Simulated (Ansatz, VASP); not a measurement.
# AlCo: VASP beside Ansatz

```
Al Co
1.0
     2.85191    0.00000    0.00000
     0.00000    2.85191    0.00000
     0.00000    0.00000    2.85191
Al Co
1 1
Direct
  0.50000 0.50000 0.50000
  0.00000 0.00000 0.00000
```

Alike in both runs: functional PBE; k mesh 20 × 20 × 20; occupations gaussian, width 0.1 eV; no spin polarisation.

Ansatz relaxed the structure, and its values are those at the end. VASP's run is a single point on that final structure, the one shown.

|  | VASP | Ansatz |
| --- | --- | --- |
| version | VASP 6.6.1 | Ansatz 0.2.0 |
| potentials or method | VASP PAW PBE potentials, release 64 (Al, Co) | scalar-relativistic, plane waves, PAW |
| plane-wave cutoff (eV) | 520 | 420 |
| valence electrons in the cell | 12 | 20 |

|  | VASP | Ansatz | Ansatz less VASP |
| --- | --- | --- | --- |
| gap on the k mesh at the Fermi level (eV) | none | none | - |
| pressure (GPa) | 0.0 | 0.0 | +0.01 |

A gap of «none» marks a metal or a gap that the smearing closes. The two sets of potentials don't hold the same shells in valence.

Spin polarisation is off, so any magnetic state and its effect on volume and gap are missing.
